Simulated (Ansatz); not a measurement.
The cell of Al is invented: 5-connected net of one element (Cmmm, No. 65). Its size is a rough estimate.

```
Al
1.0
     2.44441   -2.98715    0.00000
     2.44441    2.98715    0.00000
     0.00000    0.00000    7.37941
Al
6
Cartesian
  2.4444 1.7451 4.9275
  2.4444 -1.7451 4.9275
  2.4444 -1.7451 2.4519
  2.4444 1.7451 2.4519
  2.4444 1.2415 0.0000
  2.4444 -1.2415 0.0000
```

The calculation used Ansatz 0.2.0, DFT PBE, scalar-relativistic, plane waves, PAW. Cutoff 420 eV, Gaussian smearing, Γ-centred meshes. Cell and atoms relax first on a coarse mesh and then on a finer one. In between, the cell is made exact in the group found at 0.06 Å. In metals the finer mesh still leaves noise of several meV/atom or more. The steps can't lower the symmetry of their start. No spin polarisation.

A guess keeps its type if space group and coordination stay and the shape of the cell changes little (axis ratios within about 15 %, angles within 6°); the volume may change.

Q: Does this structure survive the relaxation?

A: It doesn't keep its type. The symmetry goes from Cmmm (No. 65) to Pm-3m (No. 221), and the primitive cell from 6 to 1 atom. The end has the simple cubic type. The volume per atom grows by 12.2 %, from 18.0 to 20.2 Å³. The shortest distance goes from 2.48 Å (Al–Al) to 2.72 Å (Al–Al). Counting neighbours within 15 % of an atom's shortest distance, the start has Al 5 and the end Al 6. In detail, at the end Al is surrounded by 6 Al at 2.72 Å.

```
CELL_PARAMETERS angstrom
2.72169 0.00000 0.00000
0.00000 2.72169 0.00000
0.00000 0.00000 2.72169
ATOMIC_POSITIONS crystal
Al 0.50000 0.50000 0.50000
```

Energies count from the standard state of Al at the same level.

Q: At what energy does it end?

A: +0.37 eV/atom. It lies above the standard state, so it could only be metastable.

The last run used a 20×20×20 mesh for its 1-atom cell and Gaussian smearing of 0.10 eV. Symmetry constrained the relaxation, so the result can be a saddle point. Another cell of Al relaxed alike, in Immm, lies 291 meV/atom lower, so this cell isn't the stable form at this level.
